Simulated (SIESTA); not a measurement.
**CoSi2: equation of state with PBEsol**

Crystal: CoSi2.

```
Co Si
1.0
     0.00000    2.67800    2.67800
     2.67800    0.00000    2.67800
     2.67800    2.67800    0.00000
Co Si
1 2
Direct
  0.00000 0.00000 0.00000
  0.75000 0.75000 0.75000
  0.25000 0.25000 0.25000
```

```
Program             : SIESTA 5.4.2
Task                : equation of state
Functional          : PBEsol
Potentials or basis : PseudoDojo 0.4 standard (PBEsol files)
Basis               : DZP (energy shift 0.003 Ry; two zetas on semicore shells)
Grid cutoff         : 800 Ry
Energy shift        : 0.003 Ry
k mesh              : 9 × 9 × 9
Occupations         : fermi-dirac, width 0.05 eV
Spin                : collinear spin, ferromagnetic start
Starting moments    : [2.0, 0.0, 0.0] μB
```

```
Equilibrium volume                      : 12.58 Å³/atom
Bulk modulus                            : 199 GPa
Pressure derivative of the bulk modulus : 4.6
```

Energy against volume, from the lowest point:
```tsv
volume (Å³/atom)	energy (meV/atom)
12.036	15.57
12.292	4.14
12.548	0.00
12.804	2.47
13.060	10.76
13.316	24.26
13.572	42.42
```

All runs of the series together: 19 min on 1 thread of Intel(R) Xeon(R) 6975P-C (Granite Rapids), with other jobs on the host.

Caveat: short orbitals over semicore shells can move pressures by several GPa; the basis of atomic orbitals isn't converged, which shifts pressures, moduli and gaps.
